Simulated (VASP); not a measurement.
The system is PtS2.

```
Pt S
1.0
     3.54320    0.00000    0.00000
    -1.77160    3.06850    0.00000
     0.00000    0.00000    5.03880
Pt S
1 2
Direct
  0.00000 0.00000 0.00000
  0.66667 0.33333 0.77300
  0.33333 0.66667 0.22700
```

Base run:

```yaml
Program: VASP 6.6.1
Functional: TPSS
Potentials_or_basis: VASP PAW PBE potentials, release 64 (Pt, S)
Cutoff: 520 eV
k_mesh: 9 × 9 × 5
Occupations: fermi-dirac, width 0.05 eV
Spin: no spin polarisation
```

Its results: band gap on the k mesh 1.08 eV, indirect (least direct gap 1.13 eV); pressure 10.7 GPa; largest force 1.306 eV/Å.

Q: The run is repeated on the same cell with these changes: functional from TPSS to revTPSS. What comes out?

A: Band gap on the k mesh 1.07 eV, indirect (least direct gap 1.10 eV); pressure 8.3 GPa; largest force 1.131 eV/Å.

Caveats: the PAW data sets were made with another functional, which shifts forces and pressure a little; spin-orbit coupling is left out, which moves the levels of the heavy elements.
